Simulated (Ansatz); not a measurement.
# SiS2: equation of state with PBEsol

The system is SiS2.

```
S Si
1.0
    -2.78200    4.77250    2.77600
     2.78200   -4.77250    2.77600
     2.78200    4.77250   -2.77600
S Si
4 2
Direct
  0.38180 0.70880 0.09060
  0.61820 0.29120 0.90940
  0.88180 0.79120 0.67300
  0.11820 0.20880 0.32700
  0.25000 0.25000 0.00000
  0.75000 0.75000 0.00000
```

```
Program             : Ansatz 0.2.0
Task                : equation of state
Functional          : PBEsol
Potentials or basis : all-electron LAPW, scalar-relativistic
Basis error allowed : 0.001 eV/atom
k mesh              : 7 × 7 × 7
Occupations         : fermi-dirac, width 0.05 eV
Spin                : no spin polarisation
```

| Quantity | Value |
| --- | --- |
| Equilibrium volume | 24.83 Å³/atom |
| Bulk modulus at fixed shape and positions | 68 GPa |
| Pressure derivative of the bulk modulus | 4.2 |

Energy against volume, from the lowest point:
```tsv
volume (Å³/atom)	energy (meV/atom)
23.097	28.98
23.589	14.14
24.080	4.70
24.571	0.15
25.063	0.00
25.554	3.81
26.046	11.19
```

All runs of the series together: 2.7 min on 4 threads of Intel(R) Xeon(R) Platinum 8259CL CPU @ 2.50GHz (Skylake/Cascade Lake) (shared host).

Caveat: the cell was scaled at fixed shape and fractional positions, which overstates the stiffness of a crystal with free parameters, most of all of layers and chains.
